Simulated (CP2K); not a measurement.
Runs of CP2K 2026.2 on Al. The typed cell holds 1 atom: a = 2.839 Å, b = 2.840 Å, c = 2.869 Å, α = 60.19°, β = 62.21°, γ = 59.49°. 

| potentials or basis | quickstep method | MIXING ALPHA | basis sets | potentials | ADDED_MOS | gap on the mesh (eV) | pressure (GPa) |
| --- | --- | --- | --- | --- | --- | --- | --- |
| all electrons (GAPW); pob-DZVP-rev2 basis | GAPW | 0.2 | Al pob-DZVP-rev2 | Al ALL | [8] | none | (b) |
| POTENTIAL_UZH Al GTH-PBE-q3; DZVP-MOLOPT-PBE-GTH basis | GPW | 0.4 | Al DZVP-MOLOPT-PBE-GTH-q3 | Al GTH-PBE-q3 of POTENTIAL_UZH | [8] | none | -0.5 |
| POTENTIAL_UZH Al GTH-PBE-q3; ccGRB-D basis | GPW | 0.4 | Al ccGRB-D-q3 | Al GTH-PBE-q3 of POTENTIAL_UZH | [8] | none | 2.9 |
| GTH_POTENTIALS Al GTH-PBE-q3; TZVP-MOLOPT-SR-GTH basis | GPW | 0.4 | Al TZVP-MOLOPT-SR-GTH-q3 | Al GTH-PBE-q3 of GTH_POTENTIALS | [8] | none | -0.1 |
| GTH_POTENTIALS Al GTH-PBE-q3; SZV-MOLOPT-SR-GTH basis | GPW | 0.4 | Al SZV-MOLOPT-SR-GTH-q3 | Al GTH-PBE-q3 of GTH_POTENTIALS | [2] | none | (a) |

Alike in all rows: task atomic charges; level PBE; no spin polarisation; cell as given; k mesh 11 × 11 × 11; smearing fermi-dirac 0.05 eV.

Fill in the values left out.

(a) 8.3; (b) 2.0.

Caveats: the basis of atomic orbitals isn't converged, which shifts pressures, moduli and gaps; a minimal basis gives rough bond lengths, pressures and levels (some runs).

A gap of «none» marks a metal or a gap under the smearing width.

The runs don't all hold the same shells in valence.
